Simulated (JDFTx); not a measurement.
Input of a JDFTx 1.7.0 (patched build) run:

bands.in

```
include GaSb.lattice
coords-type Lattice
include GaSb.ionpos

ion-species pseudo/Sb.upf
ion-species pseudo/Ga.upf
elec-cutoff 42 336
elec-ex-corr lda-PW
elec-smearing Fermi 0.0018374661
elec-n-bands 21
electronic-minimize nIterations 30 energyDiffThreshold 1e-06
davidson-band-ratio 1.3
forces-output-coords Cartesian
include path.kpoints
symmetries none
fix-electron-density run.$VAR

dump-name bands.$VAR
dump End Ecomponents EigStats BandEigs Kpoints Forces
```

Contents of GaSb.lattice:

```
lattice \
    0.0000000000     5.7806722152     5.7806722152 \
    5.7806722152     0.0000000000     5.7806722152 \
    5.7806722152     5.7806722152     0.0000000000
```

File GaSb.ionpos:

```
ion Sb     0.7500000000     0.7500000000     0.7500000000 1
ion Ga     0.0000000000     0.0000000000     0.0000000000 1
```

File path.kpoints:

```
kpoint +0.0000000000 +0.0000000000 +0.0000000000 0.020000000000
kpoint +0.0714285714 +0.0000000000 +0.0714285714 0.020000000000
kpoint +0.1428571429 +0.0000000000 +0.1428571429 0.020000000000
kpoint +0.2142857143 +0.0000000000 +0.2142857143 0.020000000000
kpoint +0.2857142857 +0.0000000000 +0.2857142857 0.020000000000
kpoint +0.3571428571 +0.0000000000 +0.3571428571 0.020000000000
kpoint +0.4285714286 +0.0000000000 +0.4285714286 0.020000000000
kpoint +0.5000000000 +0.0000000000 +0.5000000000 0.020000000000
kpoint +0.5000000000 +0.0833333333 +0.5833333333 0.020000000000
kpoint +0.5000000000 +0.1666666667 +0.6666666667 0.020000000000
kpoint +0.5000000000 +0.2500000000 +0.7500000000 0.020000000000
kpoint +0.4375000000 +0.3125000000 +0.7500000000 0.020000000000
kpoint +0.3750000000 +0.3750000000 +0.7500000000 0.020000000000
kpoint +0.3281250000 +0.3281250000 +0.6562500000 0.020000000000
kpoint +0.2812500000 +0.2812500000 +0.5625000000 0.020000000000
kpoint +0.2343750000 +0.2343750000 +0.4687500000 0.020000000000
kpoint +0.1875000000 +0.1875000000 +0.3750000000 0.020000000000
kpoint +0.1406250000 +0.1406250000 +0.2812500000 0.020000000000
kpoint +0.0937500000 +0.0937500000 +0.1875000000 0.020000000000
kpoint +0.0468750000 +0.0468750000 +0.0937500000 0.020000000000
kpoint +0.0000000000 +0.0000000000 +0.0000000000 0.020000000000
kpoint +0.0833333333 +0.0833333333 +0.0833333333 0.020000000000
kpoint +0.1666666667 +0.1666666667 +0.1666666667 0.020000000000
kpoint +0.2500000000 +0.2500000000 +0.2500000000 0.020000000000
kpoint +0.3333333333 +0.3333333333 +0.3333333333 0.020000000000
kpoint +0.4166666667 +0.4166666667 +0.4166666667 0.020000000000
kpoint +0.5000000000 +0.5000000000 +0.5000000000 0.020000000000
kpoint +0.5250000000 +0.4500000000 +0.5250000000 0.020000000000
kpoint +0.5500000000 +0.4000000000 +0.5500000000 0.020000000000
kpoint +0.5750000000 +0.3500000000 +0.5750000000 0.020000000000
kpoint +0.6000000000 +0.3000000000 +0.6000000000 0.020000000000
kpoint +0.6250000000 +0.2500000000 +0.6250000000 0.020000000000
kpoint +0.5625000000 +0.2500000000 +0.6875000000 0.020000000000
kpoint +0.5000000000 +0.2500000000 +0.7500000000 0.020000000000
kpoint +0.5000000000 +0.2916666667 +0.7083333333 0.020000000000
kpoint +0.5000000000 +0.3333333333 +0.6666666667 0.020000000000
kpoint +0.5000000000 +0.3750000000 +0.6250000000 0.020000000000
kpoint +0.5000000000 +0.4166666667 +0.5833333333 0.020000000000
kpoint +0.5000000000 +0.4583333333 +0.5416666667 0.020000000000
kpoint +0.5000000000 +0.5000000000 +0.5000000000 0.020000000000
kpoint +0.4791666667 +0.4791666667 +0.5416666667 0.020000000000
kpoint +0.4583333333 +0.4583333333 +0.5833333333 0.020000000000
kpoint +0.4375000000 +0.4375000000 +0.6250000000 0.020000000000
kpoint +0.4166666667 +0.4166666667 +0.6666666667 0.020000000000
kpoint +0.3958333333 +0.3958333333 +0.7083333333 0.020000000000
kpoint +0.3750000000 +0.3750000000 +0.7500000000 0.020000000000
kpoint +0.6250000000 +0.2500000000 +0.6250000000 0.020000000000
kpoint +0.5833333333 +0.1666666667 +0.5833333333 0.020000000000
kpoint +0.5416666667 +0.0833333333 +0.5416666667 0.020000000000
kpoint +0.5000000000 +0.0000000000 +0.5000000000 0.020000000000
```

Potentials or basis: PseudoDojo-SR-LDA-0.4.1-standard with smoothed tails.

Command:

```console
$ jdftx -c 1 -i bands.in -o bands.out
```

Problem. Estimate the band gap along the path.

Solution. None (metal or under the smearing width).

Levels at the corners of the path, in eV from the Fermi level:
| point | band 10 | band 11 | band 12 | band 13 | band 14 | band 15 | band 16 | band 17 |
| --- | --- | --- | --- | --- | --- | --- | --- | --- |
| Γ | -15.09 | -11.58 | -0.21 | -0.04 | -0.04 | -0.04 | 2.75 | 2.75 |
| X | -15.09 | -9.15 | -6.88 | -2.60 | -2.60 | 0.81 | 1.14 | 8.61 |
| W | -15.09 | -9.11 | -6.75 | -3.39 | -3.17 | 3.58 | 4.23 | 4.33 |
| K | -15.09 | -9.22 | -6.70 | -3.65 | -2.22 | 1.30 | 3.79 | 6.50 |
| Γ | -15.09 | -11.58 | -0.21 | -0.04 | -0.04 | -0.04 | 2.75 | 2.75 |
| L | -15.09 | -9.97 | -6.44 | -1.18 | -1.18 | 0.25 | 3.72 | 3.72 |
| U | -15.09 | -9.22 | -6.70 | -3.65 | -2.22 | 1.30 | 3.79 | 6.50 |
| W | -15.09 | -9.11 | -6.75 | -3.39 | -3.17 | 3.58 | 4.23 | 4.33 |
| L | -15.09 | -9.97 | -6.44 | -1.18 | -1.18 | 0.25 | 3.72 | 3.72 |
| K | -15.09 | -9.22 | -6.70 | -3.65 | -2.22 | 1.30 | 3.79 | 6.50 |
| U | -15.09 | -9.22 | -6.70 | -3.65 | -2.22 | 1.30 | 3.79 | 6.50 |
| X | -15.09 | -9.15 | -6.88 | -2.60 | -2.60 | 0.81 | 1.14 | 8.61 |

Caveat: spin-orbit coupling is left out, which moves the levels of the heavy elements.

**Experimental background.**

From a printed reference work, data compilation, for a bulk crystal of GaSb at 4.2 K: band gap 0.811 eV (direct).

Against the measured gap of GaSb, 0.811 eV (direct; 4.2 K; a printed reference work, data compilation), the calculated 0.00 eV is off by -0.81 eV. Spin-orbit coupling on Ga, Sb is left out. The value is that of LDA, without temperature or zero-point motion. Semilocal functionals fall short of measured gaps as a rule.
